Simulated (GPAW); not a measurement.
A run of GPAW 26.7.0 is set up as follows.

run.py

```python
from ase import Atoms
from ase.filters import FrechetCellFilter
from ase.io import write
from ase.optimize import BFGS
from ase.units import GPa
from gpaw import GPAW, PW, setup_paths

setup_paths.insert(0, '.')

atoms = Atoms(['Zn', 'Zn'],
              cell=[[2.67, 0.0, 0.0],
                    [-1.335, 2.3122878281, 0.0],
                    [0.0, 0.0, 4.966]],
              scaled_positions=[[0.6666666667, 0.3333333333, 0.75],
                                [0.3333333333, 0.6666666667, 0.25]],
              pbc=True)

calc = GPAW(mode=PW(600),
            xc='PBEsol',
            kpts={'size': (8, 8, 4), 'gamma': True},
            occupations={'name': 'fermi-dirac', 'width': 0.05},
            nbands=21,
            convergence={'density': 1e-05, 'forces': 0.0001},
            maxiter=150,
            txt='gpaw.txt')
atoms.calc = calc
opt = BFGS(FrechetCellFilter(atoms, scalar_pressure=5 * GPa), trajectory='relax.traj', logfile='-')
done = opt.run(fmax=0.02, steps=60)
calc.write('gs.gpw')
write('result.traj', atoms)
print('Converged:', done)
print('Cell:', atoms.cell.cellpar().round(4))
print('Volume:', round(atoms.get_volume(), 4))
print(atoms.get_scaled_positions().round(5))
```

Potentials or basis: PAW data sets generated in the run's folder for this functional, pw.

The run is started by

```sh
$ gpaw-setup -f PBEsol Zn
$ OMP_NUM_THREADS=1 python run.py
```

(1) Estimate the space group after relaxing (to 0.05 Å).

(2) Predict the relaxed cell.

(3) Predict the band gap on the k mesh.

(4) What does it give for the relaxed volume?

## Answers

(1) P6_3/mmc (No. 194).

(2) a = 2.644 Å, b = 2.644 Å, c = 4.398 Å, α = 90.00°, β = 90.00°, γ = 120.00°.

(3) none (metal or under the smearing width).

(4) 13.31 Å³/atom.

Caveat: later steps reuse the first step's grids.
